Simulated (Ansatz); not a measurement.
Set up this calculation in Ansatz 0.2.0, as the native input.

```yaml
Task: relaxation of cell and atoms
Functional: PBE
Dispersion: D3(BJ)
Potentials_or_basis: Ansatz PAW
Cutoff: "420 eV (not typed: the program's choice for these potentials)"
k_mesh: 12 × 12 × 12
Occupations: fermi-dirac, width 0.05 eV
Spin: no spin polarisation
```

Crystal: Si2Mo.

```
Mo Si
1.0
    -1.60000    1.60000    3.93050
     1.60000   -1.60000    3.93050
     1.60000    1.60000   -3.93050
Mo Si
1 2
Direct
  0.00000 0.00000 0.00000
  0.66700 0.66700 0.00000
  0.33300 0.33300 0.00000
```

The input as run:

input.yaml

```yaml
crystal:
  lattice:
    - [-1.6, 1.6, 3.9305]
    - [1.6, -1.6, 3.9305]
    - [1.6, 1.6, -3.9305]
  atoms:
    - { symbol: Mo, position: [0.0, 0.0, 0.0] }
    - { symbol: Si, position: [0.667, 0.667, 0.0] }
    - { symbol: Si, position: [0.333, 0.333, 0.0] }
hamiltonian:
  xc: pbe
  pseudopotentials: { kind: paw }
  dispersion: d3bj
kpoints:
  mp_grid: { grid: [12, 12, 12] }
scf:
  occupations: { method: fermi_dirac, width: 0.05 }
output:
  forces: true
  stress: true
relax:
  f_tol: 0.01
  max_steps: 40
  cell: { stress_tol: 0.05 }
```

Potentials or basis: Ansatz PAW.

Launch:

```console
$ ansatz run input.yaml --threads 2 --pin off --max-ram 5632MiB --backend cpu --events-out ev --progress --plain --runs-dir out
```

It gave:

The relaxed volume is 13.13 Å³/atom and the relaxed cell is a = 4.500 Å, b = 4.500 Å, c = 4.500 Å, α = 138.64°, β = 138.64°, γ = 59.93°. The space group after relaxing (to 0.05 Å) is I4/mmm (No. 139). The energy gained by relaxing is 5.8 meV/atom. The ionic steps are 5, the pressure after relaxing is 0.0 GPa and the largest force after relaxing is 0.004 eV/Å.

Caveat: the plane-wave basis is chosen anew once the cell has moved, so the energies of steps on either side of that aren't comparable.

It took 6 s on 2 threads of Intel(R) Xeon(R) 6975P-C (Granite Rapids), with other jobs on the host, peak memory 0.46 GiB.
